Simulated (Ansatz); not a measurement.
PtAl2 and the effect of the dispersion correction

The cell as given:

Symmetry: Fm-3m, No. 225, cubic system. The conventional cell has a = 5.910 Å, b = 5.910 Å, c = 5.910 Å, α = 90.00°, β = 90.00°, γ = 90.00°. Pt (site symmetry m-3m) has 8 Al at 2.56 Å as nearest neighbours. Al (site symmetry -43m) is surrounded by 4 Pt at 2.56 Å.

Kept alike: task relaxation of cell and atoms; functional PBE; k mesh 8 × 8 × 8; occupations fermi-dirac, width 0.05 eV; no spin polarisation. Program: Ansatz, Ansatz PAW, cutoff 420 eV. The mesh is that of the run's cell of 3 atoms. No spin-orbit coupling.

```csv
dispersion correction,volume (Å³/atom)
D3(BJ),16.987
D3(BJ)-ATM,17.063
D4,17.020
none,17.525
```

The relaxations keep at least the cell's symmetry (Fm-3m). For a metal such a mesh leaves the last digits unconverged. Relaxations stop with a little pressure left, so the last digits of a volume or edge aren't settled.

**Question.** What does the dispersion correction change here?

**Answer.** The volume runs from 16.987 (D3(BJ)) to 17.525 Å³/atom (none). Against no correction: D3(BJ) -3.1 %; D3(BJ)-ATM -2.6 %; D4 -2.9 %. Dispersion terms mostly attract and so lower the volume; the schemes' coefficients and damping set how far.
